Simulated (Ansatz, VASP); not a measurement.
BaHfO3 in VASP and in Ansatz

File INCAR:

```
PREC = Accurate
ENCUT = 520
EDIFF = 1E-6
ISMEAR = -1
SIGMA = 0.02
LREAL = False
LASPH = True
NELM = 60
ALGO = Normal
ISIF = 2
LWAVE = False
LCHARG = False
GGA = PE
NBANDS = 27
```

The input KPOINTS:

```
regular mesh
0
Gamma
  6 6 6
```

POSCAR

```
BaHfO3
1.0
    4.1770517733      0.0000000000      0.0000000000
    0.0000000000      4.1770517733      0.0000000000
    0.0000000000      0.0000000000      4.1770487555
Ba Hf O
1 1 3
Direct
    0.5000000000      0.5000000000      0.9979971618
    0.0000000000      0.0000000000      0.4979944599
    0.0000000000      0.5000000000      0.4980131256
    0.5000000000      0.0000000000      0.4980131256
    0.0000000000      0.0000000000      0.9980039171
```

Input for Ansatz:

```yaml
crystal:
  lattice:
    - [4.1770517733, 0.0, 0.0]
    - [0.0, 4.1770517733, 0.0]
    - [0.0, 0.0, 4.1770487555]
  atoms:
    - { symbol: Ba, position: [0.5, 0.5, 0.9979971618] }
    - { symbol: Hf, position: [0.0, 0.0, 0.4979944599] }
    - { symbol: O, position: [0.0, 0.5, 0.4980131256] }
    - { symbol: O, position: [0.5, 0.0, 0.4980131256] }
    - { symbol: O, position: [0.0, 0.0, 0.9980039171] }
kpoints:
  mp_grid: { grid: [6, 6, 6] }
  band_path:
    path:
      - [[0.0, 0.0, 0.0], [-3.115239769802e-51, 0.500000120413, 1.530646064116e-67], [0.500000120413, 0.500000120413, -2.213152019332e-33], [0.0, 0.0, 0.0], [0.500000120413, 0.500000120413, 0.499999759174], [-3.115239769802e-51, 0.500000120413, 1.530646064116e-67]]
      - [[0.500000120413, 0.500000120413, 0.499999759174], [0.500000120413, 0.500000120413, -2.213152019332e-33]]
    npoints: 10
hamiltonian:
  xc: pbe
scf:
  occupations: { method: fermi_dirac, width: 0.02 }
  n_extra_bands: 5
output:
  forces: true
  stress: true
  eigenvalues: true
```

The cell comes from a database or a generator and needn't be the stable form of this composition.

Alike in both runs: task single point; functional PBE; k mesh 6 × 6 × 6; occupations fermi-dirac, width 0.02 eV; no spin polarisation.

```csv
,VASP,Ansatz
version,VASP 6.6.1,Ansatz 0.2.0
potentials or method,"VASP PAW PBE potentials, release 64 (Ba_sv, Hf_pv, O)","plane waves, PAW"
plane-wave cutoff (eV),520,420
valence electrons in the cell,38,54
```

|  | VASP | Ansatz | Ansatz less VASP |
| --- | --- | --- | --- |
| gap on the k mesh at the Fermi level (eV) | 3.58 | 3.66 | +0.088 |
| pressure (GPa) | 2.9 | 3.4 | +0.53 |

The functional is the same, so the differences come from potentials, cutoffs and numerics. The two sets of potentials don't hold the same shells in valence. Ansatz warned: «structure_snapped_to_symmetry».

Caveats: spin-orbit coupling is left out, which moves the levels of the heavy elements. A k mesh can miss the band edges.
